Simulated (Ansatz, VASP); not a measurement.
## Ga in VASP and in Ansatz

```xyz
2
Lattice="1.3830 -4.0265 0.0000 1.3830 4.0265 0.0000 -0.1174 0.0000 3.3299" Properties=species:S:1:pos:R:3 pbc="T T T"
Ga    1.2949    2.9716    2.4974
Ga    1.3536   -2.9716    0.8325
```

This isn't the form of Ga at room conditions, which is orthorhombic.

Alike in both runs: functional LDA; k mesh 6 × 6 × 5; occupations fermi-dirac, width 0.05 eV; no spin polarisation.

|  | VASP | Ansatz |
| --- | --- | --- |
| version | VASP 6.6.1 | Ansatz 0.2.0 |
| potentials or method | VASP PAW LDA potentials, release 64 (Ga_d) | Ansatz PAW |
| plane-wave cutoff (eV) | 520 | 420 |
| valence electrons in the cell | 26 | 26 |
| task | single point | band structure |

|  | VASP | Ansatz | Ansatz less VASP |
| --- | --- | --- | --- |
| gap on the k mesh at the Fermi level (eV) | none | none | - |
| pressure (GPa) | -3.7 | -3.8 | -0.13 |
| largest component of the traceless stress (GPa) | 2.44 | 2.46 | +0.018 |
| rms of the force components (eV/Å) | 0.092 | 0.090 | -0.0017 |

Atom by atom the forces differ by 0.002 eV/Å (rms over components). A gap of «none» marks a metal or a gap that the smearing closes.

Caveats: the k mesh is coarse (spacing up to 0.40 Å⁻¹), so the values aren't converged; the PAW data sets come from PBE, with cores solved anew for the run's functional, which leaves a small shift of forces and pressure (Ansatz).
